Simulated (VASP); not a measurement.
# Si (Cmmm) in VASP: further runs

The runs below take Si through single point, relaxation of cell and atoms, with PBE.

Everything below comes from runs of VASP 6.6.1. Logs are shortened: lines on timing, memory, paths and dates and some standing lists are left out, and cuts for length are marked.

### Step 1. Starting point

Symmetry: P6/mmm, No. 191, hexagonal system. The conventional cell has a = 2.669 Å, b = 2.669 Å, c = 2.457 Å, α = 90.00°, β = 90.00°, γ = 120.00°. Si (site symmetry 6/mmm) has 8 Si at 2.46 to 2.67 Å as nearest neighbours.

The cell was built by a generator and needn't be a form met in nature.

### Step 2. Single point, PBE

File INCAR:

```
SYSTEM = Si
PREC = Accurate
ENCUT = 520
EDIFF = 1E-7
ISMEAR = 0
SIGMA = 0.1
LREAL = .False.
LASPH = .True.
NELM = 100
ALGO = Normal
ISIF = 2
LWAVE = .False.
LCHARG = .True.
GGA = PE
LELF = .True.
LVHAR = .True.
NBANDS = 8
```

File KPOINTS:

```
regular mesh
0
Gamma
  8 8 8
  0 0 0
```

File POSCAR:

```
Si
1.0
    1.3345241927     -2.3121320495      0.0000000000
    1.3345241927      2.3121320495      0.0000000000
    0.0000000000      0.0000000000      2.4571982300
Si
1
Direct
    0.0000000000      0.0000000000      0.0000000000
```

Potentials or basis: VASP PAW PBE potentials, release 64 (Si).

Run with:

```
> cat potpaw_PBE.64/Si/POTCAR > POTCAR
> mpirun -np 1 vasp_std > vasp.out
```

OUTCAR:

```text
SYSTEM = Si
   PREC = Accurate
   ENCUT = 520
   EDIFF = 1E-7
   ISMEAR = 0
   LREAL = .False.
   LASPH = .True.
   NELM = 100
   ISIF = 2
   GGA = PE

 ion  position               nearest neighbor table
   1  0.000  0.000  0.000-

  LATTYP: Found a base centered orthorhombic cell.
 ALAT       =     2.6690483854
 B/A-ratio  =     1.7325516181
 C/A-ratio  =     0.9206270832

  Lattice vectors:

 A1 = (   1.3345241927,  -2.3121320495,   0.0000000000)
 A2 = (   1.3345241927,   2.3121320495,   0.0000000000)
 A3 = (   0.0000000000,   0.0000000000,   2.4571982300)

Analysis of symmetry for initial positions (statically):
=====================================================================
 Subroutine PRICEL returns:
 Original cell was already a primitive cell.

 Routine SETGRP: Setting up the symmetry group for a
 base centered orthorhombic supercell.

 Subroutine GETGRP returns: Found  8 space group operations
 (whereof  8 operations were pure point group operations)
 out of a pool of  8 trial point group operations.

The static configuration has the point symmetry D_2h.

Analysis of symmetry for dynamics (positions and initial velocities):
=====================================================================
 Subroutine PRICEL returns:
 Original cell was already a primitive cell.

 Routine SETGRP: Setting up the symmetry group for a
 base centered orthorhombic supercell.

 Subroutine GETGRP returns: Found  8 space group operations
 (whereof  8 operations were pure point group operations)
 out of a pool of  8 trial point group operations.

The dynamic configuration has the point symmetry D_2h.

 Subroutine INISYM returns: Found  8 space group operations
 (whereof  8 operations are pure point group operations),
 and found     1 'primitive' translations

----------------------------------------------------------------------------------------

                                     Primitive cell

  volume of cell :      15.1638

  direct lattice vectors                    reciprocal lattice vectors
     1.334524193 -2.312132050  0.000000000     0.374665370 -0.216250625  0.000000000
     1.334524193  2.312132050  0.000000000     0.374665370  0.216250625  0.000000000
     0.000000000  0.000000000  2.457198230     0.000000000  0.000000000  0.406967573

  length of vectors
     2.669627209  2.669627209  2.457198230     0.432595044  0.432595044  0.406967573

  position of ions in fractional coordinates (direct lattice)
     0.000000000  0.000000000  0.000000000

  ion indices of the primitive-cell ions
   primitive index   ion index
                 1           1

----------------------------------------------------------------------------------------

 KPOINTS: regular mesh

Automatic generation of k-mesh.
 Grid dimensions read from file:
 generate k-points for:    8    8    8

 Generating k-lattice:

  Cartesian coordinates                     Fractional coordinates (reciprocal lattice)
     0.046833171 -0.027031328  0.000000000     0.125000000  0.000000000  0.000000000
     0.046833171  0.027031328  0.000000000     0.000000000  0.125000000  0.000000000
     0.000000000  0.000000000  0.050870947     0.000000000  0.000000000  0.125000000

  Length of vectors
     0.054074380  0.054074380  0.050870947

  Shift w.r.t. Gamma in fractional coordinates (k-lattice)
     0.000000000  0.000000000  0.000000000

 Subroutine IBZKPT returns following result:
 ===========================================

 Found    105 irreducible k-points:

 Following reciprocal coordinates:
            Coordinates               Weight
  0.000000  0.000000  0.000000      1.000000
  0.125000  0.000000  0.000000      4.000000
  0.250000  0.000000  0.000000      4.000000
  0.375000  0.000000  0.000000      4.000000
  0.500000  0.000000  0.000000      2.000000
  0.125000  0.125000  0.000000      2.000000
[... 16 lines left out ...]
  0.125000  0.000000  0.125000      8.000000
  0.250000  0.000000  0.125000      8.000000
 [... further k-points ...]
   k-points           NKPTS =    105   k-points in BZ     NKDIM =    105   number of bands    NBANDS=      8
   number of dos      NEDOS =    301   number of ions     NIONS =      1
   total plane-waves  NPLWV =   7200
   dimension x,y,z NGX =    20 NGY =   20 NGZ =   18
   dimension x,y,z NGXF=    40 NGYF=   40 NGZF=   36
   ions per type =               1
   NGX,Y,Z   is equivalent  to a cutoff of  12.45, 12.45, 12.18 a.u.
   NGXF,Y,Z  is equivalent  to a cutoff of  24.91, 24.91, 24.36 a.u.
 SYSTEM =  Si
   PREC   = accura    normal or accurate (medium, high low for compatibility)
   ISTART =      0    job   : 0-new  1-cont  2-samecut
   ICHARG =      2    charge: 1-file 2-atom 10-const
   ISPIN  =      1    spin polarized calculation?
   LNONCOLLINEAR =      F non collinear calculations
   LSORBIT =      F    spin-orbit coupling
   LASPH  =      T    aspherical Exc in radial PAW
   ENCUT  =  520.0 eV  38.22 Ry    6.18 a.u.   4.96  4.96  4.57*2*pi/ulx,y,z
   NELM   =    100;   NELMIN=  2; NELMDL= -5     # of ELM steps
   EDIFF  = 0.1E-06   stopping-criterion for ELM
   LREAL  =      F    real-space projection
   EDIFFG = 0.1E-05   stopping-criterion for IOM
   NSW    =      0    number of steps for IOM
   IBRION =     -1    ionic relax: 0-MD 1-quasi-New 2-CG
   NFREE  =      0    steps in history (QN), initial steepest desc. (CG)
   ISIF   =      2    stress and relaxation
   ISYM   =      2    0-nonsym 1-usesym 2-fastsym
   POTIM  = 0.5000    time-step for ionic-motion
   TEBEG  =    0.0;   TEEND  =   0.0 temperature during run
   PSTRESS=    0.0 pullay stress
   NELECT =       4.0000    total number of electrons
   NUPDOWN=      -1.0000    fix difference up-down
   EMIN   =  10.00;   EMAX   =-10.00  energy-range for DOS
   EFERMI =   0.00;   METHOD = LEGACY
   ISMEAR =     0;   SIGMA  =   0.10  broadening in eV -4-tet -1-fermi 0-gaus
   EFERMI_NEDOS =   21; number of points for ismear=-14 and -15
   IALGO  =     38    algorithm
   IMIX   =      4    mixing-type and parameters
     AMIX     =   0.40;   BMIX     =  1.00
     AMIX_MAG =   1.60;   BMIX_MAG =  1.00
  volume/ion in A,a.u.               =      15.16       102.33
  Fermi-wavevector in a.u.,A,eV,Ry     =   1.049925  1.984071 14.998289  1.102343
  Thomas-Fermi vector in A             =   2.184908
   LORBIT       =      0    0 simple, 1 ext, 2 COOP (PROOUT), +10 PAW based schemes
   GGA     = PE    functional components
   LHFCALC =     F    Hartree Fock is set to
   AEXX    =    0.0000 exact exchange contribution
   IVDW    =     0    specifies the selected vdW correction
   LEPSILON=     F    determine dielectric tensor
   LRPA    =     F    only Hartree local field effects (RPA)
 non-spin polarized calculation
 Gauss-broadening in eV      SIGMA  =   0.10
  energy-cutoff  :      520.00
  volume of cell :       15.16
 maximum number of plane-waves:       419
   NGX =  9   NGY =  9   NGZ =  9

 number of electron       4.0000000 magnetization

 Free energy of the ion-electron system (eV)
  ---------------------------------------------------
  ext. energy  EPLUGINS =         0.00000000
  ---------------------------------------------------
  free energy    TOTEN  =        -5.12353126 eV

  energy without entropy =       -5.12224396  energy(sigma->0) =       -5.12288761

 E-fermi :   9.1496     XC(G=0): -10.9346

 val. band max:        9.0510569799   @ k =   0.5000   0.1250   0.5000
 cond. band min:       9.2386688451   @ k =   0.3750   0.2500   0.3750
 fundamental gap:      0.1876118652
 Fermi energy:         9.1495600821

 k-point     1 :       0.0000    0.0000    0.0000
  band No.  band energies     occupation
      1      -4.5707      2.00000
      2      16.9367      0.00000
      3      17.7243      0.00000
      4      18.8748      0.00000
      5      18.8809      0.00000
      6      21.1930      0.00000
      7      21.2026      0.00000
      8      26.4403      0.00000

 k-point     2 :       0.1250    0.0000    0.0000
  band No.  band energies     occupation
      1      -4.1491      2.00000
      2      14.5072      0.00000
      3      17.2092      0.00000
      4      17.9565      0.00000
      5      18.0755      0.00000
      6      21.2580      0.00000
      7      23.5976      0.00000
      8      29.0915      0.00000

 k-point     3 :       0.2500    0.0000    0.0000
  band No.  band energies     occupation
      1      -2.8915      2.00000
      2      10.0116      0.00000
      3      15.4506      0.00000
      4      16.7960      0.00000
      5      19.1176      0.00000
      6      22.2812      0.00000
      7      27.5209      0.00000
      8      30.2799      0.00000

 k-point     4 :       0.3750    0.0000    0.0000
  band No.  band energies     occupation
      1      -0.8262      2.00000
      2       5.7719      2.00000
      3      14.3662      0.00000
      4      15.9025      0.00000
      5      20.7785      0.00000
      6      24.1962      0.00000
      7      26.9046      0.00000
      8      30.5344      0.00000

 k-point     5 :       0.5000    0.0000    0.0000
  band No.  band energies     occupation
      1       1.5517      2.00000
      2       2.6504      2.00000
      3      14.0027      0.00000
      4      15.5774      0.00000
      5      22.2487      0.00000
      6      24.8263      0.00000
      7      25.9819      0.00000
      8      28.4812      0.00000
[... 177 lines left out ...]
 k-point    22 :       0.0000    0.0000    0.1250
  band No.  band energies     occupation
      1      -4.2012      2.00000
      2      12.7648      0.00000
      3      19.1663      0.00000
      4      19.1723      0.00000
      5      21.4944      0.00000
      6      21.5041      0.00000
      7      21.5252      0.00000
      8      26.8038      0.00000

 k-point    23 :       0.1250    0.0000    0.1250
  band No.  band energies     occupation
      1      -3.7803      2.00000
      2      12.8197      0.00000
      3      15.8518      0.00000
      4      17.5116      0.00000
      5      20.1118      0.00000
      6      23.5444      0.00000
      7      23.8819      0.00000
      8      29.3370      0.00000

 k-point    24 :       0.2500    0.0000    0.1250
  band No.  band energies     occupation
      1      -2.5247      2.00000
      2      10.2306      0.00000
      3      14.5466      0.00000
      4      15.7593      0.00000
      5      18.6290      0.00000
      6      25.6550      0.00000
      7      27.0575      0.00000
      8      27.7701      0.00000

 [... further k-points ...]

------------------------ aborting loop because EDIFF is reached ----------------------------------------

  FORCE on cell =-STRESS in cart. coord.  units (eV):
  Direction    XX          YY          ZZ          XY          YZ          ZX
  --------------------------------------------------------------------------------------
  -------------------------------------------------------------------------------------
  Total        0.0197618      0.0140654     -0.0363487      0.0000000      0.0000000      0.0000000
  in kB        2.0879912      1.4861161     -3.8405234      0.0000000      0.0000000      0.0000000
  external PRESSURE =      -0.0888054 kB  Pullay stress =       0.0000000 kB

 VOLUME and BASIS-vectors are now :
 -----------------------------------------------------------------------------
  energy-cutoff  :      520.00
  volume of cell :       15.16
      direct lattice vectors                 reciprocal lattice vectors
     1.334524193 -2.312132050  0.000000000     0.374665370 -0.216250625  0.000000000
     1.334524193  2.312132050  0.000000000     0.374665370  0.216250625  0.000000000
     0.000000000  0.000000000  2.457198230     0.000000000  0.000000000  0.406967573

 POSITION                                       TOTAL-FORCE (eV/Angst)
 -----------------------------------------------------------------------------------
      0.00000      0.00000      0.00000        -0.000000      0.000000      0.000000
 -----------------------------------------------------------------------------------
    total drift:                                0.000000     -0.000000      0.000000

  FREE ENERGIE OF THE ION-ELECTRON SYSTEM (eV)
  ---------------------------------------------------
  free  energy   TOTEN  =        -5.1235312557 eV

  energy  without entropy=       -5.1222439648  energy(sigma->0) =       -5.12288761
```

It took 9.1 s on 1 thread of Intel Xeon Platinum 8488C (Sapphire Rapids), shared host; peak memory 0.12 GiB.

What came out:

| Quantity | Value |
| --- | --- |
| Free energy | -5.1235 eV |
| Pressure | 0.0 GPa |
| Band gap on the k mesh | none (metal or under the smearing width) |

Stress tensor (GPa, compression positive):
```
 0.21  0.00  0.00
 0.00  0.15  0.00
 0.00  0.00 -0.38
```

(Part 1 of 2 ends here.)
